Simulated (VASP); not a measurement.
The system is TiTe.

```
CELL_PARAMETERS angstrom
0.00000 3.05007 3.05007
3.05007 0.00000 3.05007
3.05007 3.05007 0.00000
ATOMIC_POSITIONS crystal
Ti 0.50000 0.50000 0.50000
Te 0.00000 0.00000 0.00000
```

The cell comes from a database or a generator and needn't be the stable form of this composition.

* Program: VASP 6.6.1
* Task: relaxation of cell and atoms
* Functional: LDA
* Potentials or basis: VASP PAW LDA potentials, release 64 (Ti_sv, Te)
* Cutoff: 600 eV
* k mesh: 8 × 8 × 8
* Occupations: fermi-dirac, width 0.05 eV
* Spin: no spin polarisation

At the start: pressure -14.5 GPa; volume 28.37 Å³/atom.

Q: How do energy, volume and symmetry change on relaxing?

A: Over 3 steps the energy falls by 442.8 meV/atom and the volume is 21.00 Å³/atom (-26.0 %); space group Fm-3m (No. 225, to 0.05 Å).

Step by step:
| step | energy change (eV) | largest force (eV/Å) | pressure (GPa) | volume (Å³) |
| --- | --- | --- | --- | --- |
| 1 | 0.0000 | 0.0000 | -14.53 | 56.75 |
| 2 | -0.7626 | 0.0000 | 11.18 | 38.13 |
| 3 | -0.8856 | 0.0000 | -0.06 | 42.00 |

Final structure:
```cif
data_structure
_symmetry_space_group_name_H-M 'P 1'
_symmetry_Int_Tables_number 1
_cell_length_a 3.9017
_cell_length_b 3.9017
_cell_length_c 3.9017
_cell_angle_alpha 60.000
_cell_angle_beta 60.000
_cell_angle_gamma 60.000
_cell_volume 42.00
loop_
_atom_site_label
_atom_site_type_symbol
_atom_site_fract_x
_atom_site_fract_y
_atom_site_fract_z
_atom_site_occupancy
Ti1 Ti 0.50000 0.50000 0.50000 1
Te1 Te 0.00000 0.00000 0.00000 1
```

Caveat: the volume moved by over 15 % at a fixed basis, so the end points are rough.
